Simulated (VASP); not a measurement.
# N (R-3c) in VASP: notebook

The runs below take N through relaxation of cell and atoms, with r2SCAN.

All numbers are computed with VASP 6.6.1; they aren't measurements. Logs are shortened: lines on timing, memory, paths and dates and some standing lists are left out, and cuts for length are marked.

## 1. The crystal as given

The structure is trigonal, space group R-3c (No. 167). The conventional cell has a = 9.862 Å, b = 9.862 Å, c = 13.207 Å, α = 90.00°, β = 90.00°, γ = 120.00°. N (site symmetry 1) is surrounded by 1 N at 1.11 Å. N (site symmetry 3) has 1 N at 1.11 Å as nearest neighbours.

## 2. Relaxation of cell and atoms, r2SCAN, target pressure 52 GPa, at which the enthalpy is minimised

File INCAR:

```
ALGO = Normal
EDIFF = 1E-6
EDIFFG = -0.01
ENCUT = 600
IBRION = 2
ISIF = 3
ISMEAR = 0
KPAR = 4
LASPH = True
LCHARG = False
LMIXTAU = True
LREAL = False
LWAVE = False
METAGGA = R2SCAN
NELM = 80
NSW = 90
PREC = Accurate
PSTRESS = 520.0
SIGMA = 0.03
```

File KPOINTS:

```
k-points
0
Gamma
  4 4 4
```

File POSCAR:

```
N
1.0
    4.9308690349      2.8468385646      4.4024911852
   -4.9308690349      2.8468385646      4.4024911852
    0.0000000000     -5.6936771292      4.4024911852
N
16
Direct
    0.5586118100      0.0423832500      0.7208305700
    0.9576167500      0.2791694300      0.4413881900
    0.7208305700      0.5586118100      0.0423832500
    0.9581408800      0.9581408800      0.9581408800
    0.5423832500      0.0586118100      0.2208305700
    0.7791694300      0.4576167500      0.9413881900
    0.2791694300      0.4413881900      0.9576167500
    0.0418591200      0.0418591200      0.0418591200
    0.4576167500      0.9413881900      0.7791694300
    0.5418591200      0.5418591200      0.5418591200
    0.4413881900      0.9576167500      0.2791694300
    0.4581408800      0.4581408800      0.4581408800
    0.0423832500      0.7208305700      0.5586118100
    0.9413881900      0.7791694300      0.4576167500
    0.2208305700      0.5423832500      0.0586118100
    0.0586118100      0.2208305700      0.5423832500
```

Potentials or basis: VASP PAW PBE potentials, release 64 (N).

On the command line:

```
$ cat potpaw_PBE.64/N/POTCAR > POTCAR
$ mpirun -np 4 vasp_std > vasp.out
```

OUTCAR:

```text
EDIFF = 1E-6
   EDIFFG = -0.01
   ENCUT = 600
   IBRION = 2
   ISIF = 3
   ISMEAR = 0
   LASPH = True
   LREAL = False
   METAGGA = R2SCAN
   NELM = 80
   NSW = 90
   PREC = Accurate
   PSTRESS = 520.0

 ion  position               nearest neighbor table
   1  0.559  0.042  0.721-   9 1.11
   2  0.958  0.279  0.441-  16 1.11
   3  0.721  0.559  0.042-   6 1.11
   4  0.958  0.958  0.958-   8 1.11
   5  0.542  0.059  0.221-  11 1.11
   6  0.779  0.458  0.941-   3 1.11
[... 8 lines left out ...]
  15  0.221  0.542  0.059-   7 1.11
  16  0.059  0.221  0.542-   2 1.11

  LATTYP: Found a trigonal (rhomboedric) cell.
 ALAT       =     7.1972138976
 COS(alpha) =     0.0612539745

  Lattice vectors:

 A1 = (   4.9308690349,   2.8468385646,   4.4024911852)
 A2 = (  -4.9308690349,   2.8468385646,   4.4024911852)
 A3 = (   0.0000000000,  -5.6936771292,   4.4024911852)

Analysis of symmetry for initial positions (statically):
=====================================================================
 Subroutine PRICEL returns:
 Original cell was already a primitive cell.

 Routine SETGRP: Setting up the symmetry group for a
 trigonal (rhombohedral) supercell.

 Subroutine GETGRP returns: Found 12 space group operations
 (whereof  6 operations were pure point group operations)
 out of a pool of 12 trial point group operations.

The static configuration has the point symmetry S_6 .
 The point group associated with its full space group is D_3d.

Analysis of symmetry for dynamics (positions and initial velocities):
=====================================================================
 Subroutine PRICEL returns:
 Original cell was already a primitive cell.

 Routine SETGRP: Setting up the symmetry group for a
 trigonal (rhombohedral) supercell.

 Subroutine GETGRP returns: Found 12 space group operations
 (whereof  6 operations were pure point group operations)
 out of a pool of 12 trial point group operations.

The dynamic configuration has the point symmetry S_6 .
 The point group associated with its full space group is D_3d.

 Subroutine INISYM returns: Found 12 space group operations
 (whereof  6 operations are pure point group operations),
 and found     1 'primitive' translations

----------------------------------------------------------------------------------------

                                     Primitive cell

  volume of cell :     370.7969

  direct lattice vectors                    reciprocal lattice vectors
     4.930869035  2.846838565  4.402491185     0.101402004  0.058544474  0.075714708
    -4.930869035  2.846838565  4.402491185    -0.101402004  0.058544474  0.075714708
     0.000000000 -5.693677129  4.402491185     0.000000000 -0.117088948  0.075714708

  length of vectors
     7.197213898  7.197213898  7.197213898     0.139436504  0.139436504  0.139436504

  position of ions in fractional coordinates (direct lattice)
     0.558611810  0.042383250  0.720830570
     0.957616750  0.279169430  0.441388190
     0.720830570  0.558611810  0.042383250
     0.958140880  0.958140880  0.958140880
     0.542383250  0.058611810  0.220830570
     0.779169430  0.457616750  0.941388190
[... 8 lines left out ...]
     0.220830570  0.542383250  0.058611810
     0.058611810  0.220830570  0.542383250

  ion indices of the primitive-cell ions
   primitive index   ion index
                 1           1
                 2           2
                 3           3
                 4           4
                 5           5
                 6           6
[... 8 lines left out ...]
                15          15
                16          16

----------------------------------------------------------------------------------------

 KPOINTS: k-points

Automatic generation of k-mesh.
 Grid dimensions read from file:
 generate k-points for:    4    4    4

 Generating k-lattice:

  Cartesian coordinates                     Fractional coordinates (reciprocal lattice)
     0.025350501  0.014636119  0.018928677     0.250000000 -0.000000000  0.000000000
    -0.025350501  0.014636119  0.018928677    -0.000000000  0.250000000  0.000000000
     0.000000000 -0.029272237  0.018928677     0.000000000  0.000000000  0.250000000

  Length of vectors
     0.034859126  0.034859126  0.034859126

  Shift w.r.t. Gamma in fractional coordinates (k-lattice)
     0.000000000  0.000000000  0.000000000

 Subroutine IBZKPT returns following result:
 ===========================================

 Found     13 irreducible k-points:

 Following reciprocal coordinates:
            Coordinates               Weight
  0.000000  0.000000  0.000000      1.000000
  0.250000  0.000000  0.000000      6.000000
  0.500000  0.000000  0.000000      3.000000
  0.250000  0.250000  0.000000      6.000000
  0.500000  0.250000  0.000000     12.000000
 -0.250000  0.250000  0.000000      6.000000
  0.500000  0.500000  0.000000      3.000000
  0.250000  0.250000  0.250000      2.000000
  0.500000  0.250000  0.250000      6.000000
 -0.250000  0.250000  0.250000      6.000000
  0.500000  0.500000  0.250000      6.000000
 -0.250000  0.500000  0.250000      6.000000
  0.500000  0.500000  0.500000      1.000000
   k-points           NKPTS =     13   k-points in BZ     NKDIM =     13   number of bands    NBANDS=     49
   number of dos      NEDOS =    301   number of ions     NIONS =     16
   total plane-waves  NPLWV = 216000
   dimension x,y,z NGX =    60 NGY =   60 NGZ =   60
   dimension x,y,z NGXF=   120 NGYF=  120 NGZF=  120
   ions per type =              16
   NGX,Y,Z   is equivalent  to a cutoff of  13.86, 13.86, 13.86 a.u.
   NGXF,Y,Z  is equivalent  to a cutoff of  27.72, 27.72, 27.72 a.u.
 SYSTEM =  unknown system
   PREC   = accura    normal or accurate (medium, high low for compatibility)
   ISTART =      0    job   : 0-new  1-cont  2-samecut
   ICHARG =      2    charge: 1-file 2-atom 10-const
   ISPIN  =      1    spin polarized calculation?
   LNONCOLLINEAR =      F non collinear calculations
   LSORBIT =      F    spin-orbit coupling
   LASPH  =      T    aspherical Exc in radial PAW
   ENCUT  =  600.0 eV  44.10 Ry    6.64 a.u.  14.37 14.37 14.37*2*pi/ulx,y,z
   NELM   =     80;   NELMIN=  2; NELMDL= -5     # of ELM steps
   EDIFF  = 0.1E-05   stopping-criterion for ELM
   LREAL  =      F    real-space projection
   EDIFFG = -.1E-01   stopping-criterion for IOM
   NSW    =     90    number of steps for IOM
   IBRION =      2    ionic relax: 0-MD 1-quasi-New 2-CG
   NFREE  =      1    steps in history (QN), initial steepest desc. (CG)
   ISIF   =      3    stress and relaxation
   ISYM   =      2    0-nonsym 1-usesym 2-fastsym
   POTIM  = 0.5000    time-step for ionic-motion
   TEBEG  =    0.0;   TEEND  =   0.0 temperature during run
   PSTRESS=  520.0 pullay stress
   NELECT =      80.0000    total number of electrons
   NUPDOWN=      -1.0000    fix difference up-down
   EMIN   =  10.00;   EMAX   =-10.00  energy-range for DOS
   EFERMI =   0.00;   METHOD = LEGACY
   ISMEAR =     0;   SIGMA  =   0.03  broadening in eV -4-tet -1-fermi 0-gaus
   EFERMI_NEDOS =   21; number of points for ismear=-14 and -15
   IALGO  =     38    algorithm
   IMIX   =      4    mixing-type and parameters
     AMIX     =   0.40;   BMIX     =  1.00
     AMIX_MAG =   1.60;   BMIX_MAG =  1.00
  volume/ion in A,a.u.               =      23.17       156.39
  Fermi-wavevector in a.u.,A,eV,Ry     =   0.981882  1.855489 13.117282  0.964093
  Thomas-Fermi vector in A             =   2.112923
   LORBIT       =      0    0 simple, 1 ext, 2 COOP (PROOUT), +10 PAW based schemes
   METAGGA = R2SCAN    functional components
   LHFCALC =     F    Hartree Fock is set to
   AEXX    =    0.0000 exact exchange contribution
   IVDW    =     0    specifies the selected vdW correction
   LEPSILON=     F    determine dielectric tensor
   LRPA    =     F    only Hartree local field effects (RPA)
 conjugate gradient relaxation of ions
 non-spin polarized calculation
 Gauss-broadening in eV      SIGMA  =   0.03
  energy-cutoff  :      600.00
  volume of cell :      370.80
 maximum number of plane-waves:     12403
 NGX is ok and might be reduce to    60
   NGX = 29   NGY = 29   NGZ = 29

--------------------------------------- Ionic step        1  -------------------------------------------

 number of electron      79.9999988 magnetization

 Free energy of the ion-electron system (eV)
  ---------------------------------------------------
  ext. energy  EPLUGINS =         0.00000000
  ---------------------------------------------------
  free energy    TOTEN  =      -146.02315941 eV

  energy without entropy =     -146.02315941  energy(sigma->0) =     -146.02315941

------------------------ aborting loop because EDIFF is reached ----------------------------------------

  FORCE on cell =-STRESS in cart. coord.  units (eV):
  Direction    XX          YY          ZZ          XY          YZ          ZX
  --------------------------------------------------------------------------------------
  -------------------------------------------------------------------------------------
  Total       -0.0944995     -0.0944995     -0.0442396      0.0000000      0.0000000     -0.0000000
  in kB       -0.4083230     -0.4083230     -0.1911549      0.0000000      0.0000000     -0.0000000
  external PRESSURE =    -520.3359337 kB  Pullay stress =     520.0000000 kB
[... 139 lines left out ...]
  energy  without entropy=     -140.8704739995  energy(sigma->0) =     -140.87047400

  enthalpy is  TOTEN    =       -44.7555698171 eV   P V=       96.1149041824

 E-fermi :  -4.2856     XC(G=0):  -8.8878

 val. band max:       -4.4942168165   @ k =   0.0000   0.0000   0.0000
 cond. band min:       3.1382623478   @ k =   0.5000   0.5000   0.0000
 fundamental gap:      7.6324791643
 Fermi energy:        -4.2855747873

 k-point     1 :       0.0000    0.0000    0.0000
  band No.  band energies     occupation
      1     -25.3745      2.00000
      2     -25.2539      2.00000
      3     -25.2539      2.00000
      4     -25.1307      2.00000
      5     -25.1234      2.00000
      6     -25.1234      2.00000
[... 665 lines left out ...]
     48       4.0996      0.00000
     49       4.5873      0.00000

 E-fermi :  -0.6119     XC(G=0): -11.2189

 val. band max:       -0.7476761501   @ k =   0.0000   0.0000   0.0000
 cond. band min:       4.5181509907   @ k =   0.5000   0.5000   0.0000
 fundamental gap:      5.2658271408
 Fermi energy:        -0.6118738644

 k-point     1 :       0.0000    0.0000    0.0000
  band No.  band energies     occupation
      1     -22.1461      2.00000
      2     -21.5391      2.00000
      3     -21.5391      2.00000
      4     -21.1938      2.00000
      5     -21.1634      2.00000
      6     -21.1410      2.00000
[... 665 lines left out ...]
     48       6.2549      0.00000
     49       7.1600      0.00000

[... ionic steps 4 to 65 ...]

--------------------------------------- Ionic step       66  -------------------------------------------

 number of electron      80.0000002 magnetization

------------------------ aborting loop because EDIFF is reached ----------------------------------------
[... 99 lines left out ...]
--------------------------------------- Ionic step       68  -------------------------------------------

 number of electron      80.0000002 magnetization

 Free energy of the ion-electron system (eV)
  ---------------------------------------------------
  ext. energy  EPLUGINS =         0.00000000
  ---------------------------------------------------
  free energy    TOTEN  =      -133.38832964 eV

  energy without entropy =     -133.38832964  energy(sigma->0) =     -133.38832964

 E-fermi :   1.3419     XC(G=0): -12.0991

 val. band max:        1.1283384004   @ k =   0.0000   0.0000   0.0000
 cond. band min:       5.5881268764   @ k =   0.5000   0.5000   0.0000
 fundamental gap:      4.4597884761
 Fermi energy:         1.3418972122

 k-point     1 :       0.0000    0.0000    0.0000
  band No.  band energies     occupation
      1     -21.2884      2.00000
      2     -20.2877      2.00000
      3     -20.1899      2.00000
      4     -20.1899      2.00000
      5     -19.8315      2.00000
      6     -19.8139      2.00000
[... 712 lines left out ...]
  energy  without entropy=     -133.3883296430  energy(sigma->0) =     -133.38832964

  enthalpy is  TOTEN    =       -91.0601144528 eV   P V=       42.3282151902

 reached required accuracy - stopping structural energy minimisation
```

Run time: 2.2 h. Hardware: 4 MPI ranks of Intel Xeon Platinum 8559C (Emerald Rapids), shared host; peak memory 0.74 GiB.

Results:

| Item | Value |
| --- | --- |
| Free energy | -133.3883 eV |
| Relaxed volume | 8.15 Å³/atom |
| Relaxed cell | a = 5.100 Å, b = 5.100 Å, c = 5.100 Å, α = 83.68°, β = 83.68°, γ = 83.68° |
| Space group after relaxing (to 0.05 Å) | R-3c (No. 167) |
| Energy change on relaxing (the enthalpy is what falls) | +789.7 meV/atom |
| Ionic steps | 68 |
| Pressure after relaxing | 52.0 GPa |
| Largest force after relaxing | 0.009 eV/Å |
| Band gap on the k mesh | 4.46 eV, indirect (least direct gap 4.55 eV) |

Forces in eV/Å, atoms in the order of the input:
```
N   -0.004 -0.007  0.001
N    0.004 -0.007 -0.001
N    0.008  0.000  0.001
N    0.000  0.000 -0.009
N    0.004 -0.007  0.001
N   -0.004 -0.007 -0.001
N   -0.008  0.000 -0.001
N    0.000  0.000  0.009
N   -0.004  0.007 -0.001
N    0.000  0.000  0.009
N    0.004  0.007 -0.001
N    0.000  0.000 -0.009
N   -0.004  0.007  0.001
N    0.008  0.000 -0.001
N    0.004  0.007  0.001
N   -0.008  0.000  0.001
```

The path:
```
step  energy change (eV)  largest force (eV/Å)  pressure (GPa)  volume (Å³)
   1              0.0000                0.0469           -0.03       370.80
   3              5.1527               17.3358           26.09       296.14
   5              3.7868               12.1596           28.23       224.01
   7             12.0011                4.4135           40.79       133.84
   9             12.4966                0.7527           50.01       131.63
  11             12.6221                0.4734           52.44       131.19
  13             12.5198                0.6391           52.95       131.46
  15             12.0443                0.6326           51.08       132.71
  17             11.7349                1.2858           49.75       133.62
  19             11.6222                0.3252           47.48       133.91
  21             11.8564                0.4625           49.72       133.09
  23             12.1229                0.9690           52.05       132.24
  25             12.2691                0.5394           51.77       131.73
  27             12.4515                0.1276           51.44       131.14
  29             12.4689                0.2265           51.05       131.07
  31             12.5032                0.7489           50.51       130.96
  33             12.5455                0.7544           50.71       130.82
  35             12.7202                0.7770           51.56       130.24
  37             12.9611                0.2752           53.83       129.48
  39             12.9193                0.0836           53.33       129.60
  41             12.5494                0.2591           51.17       130.72
  43             12.4821                0.0689           51.59       130.92
  45             12.4878                0.0575           51.56       130.90
  47             12.5068                0.0536           51.65       130.84
  49             12.5852                0.0625           51.96       130.58
  51             12.6985                0.3999           52.10       130.23
  53             12.6833                0.0218           52.25       130.27
  55             12.6404                0.0675           52.25       130.40
  57             12.6035                0.0196           51.92       130.51
  59             12.5929                0.0120           51.83       130.55
  61             12.5974                0.0122           51.86       130.53
  63             12.6050                0.0243           51.88       130.51
  65             12.6160                0.0580           51.91       130.48
  67             12.6241                0.0365           51.96       130.45
  68             12.6349                0.0086           52.02       130.42
```

Final structure:
```
CELL_PARAMETERS angstrom
3.40219 1.96426 3.25259
-3.40219 1.96426 3.25259
0.00000 -3.92851 3.25259
ATOMIC_POSITIONS crystal
N 0.58870 0.05643 0.72173
N 0.94357 0.27827 0.41130
N 0.72173 0.58870 0.05643
N 0.94389 0.94389 0.94389
N 0.55643 0.08870 0.22173
N 0.77827 0.44357 0.91130
N 0.27827 0.41130 0.94357
N 0.05611 0.05611 0.05611
N 0.44357 0.91130 0.77827
N 0.55611 0.55611 0.55611
N 0.41130 0.94357 0.27827
N 0.44389 0.44389 0.44389
N 0.05643 0.72173 0.58870
N 0.91130 0.77827 0.44357
N 0.22173 0.55643 0.08870
N 0.08870 0.22173 0.55643
```

Caveat: the cell is relaxed towards a set pressure, so the enthalpy falls and the energy may rise; the standard files for N, O and F lose accuracy on very short bonds; the volume moved by over 15 % at a fixed basis, so the end points are rough; the PAW data sets were made with another functional, which shifts forces and pressure a little. r2SCAN opens gaps a little over a GGA but as a rule still falls short of measured ones.

(Part 1 of 2 ends here.)
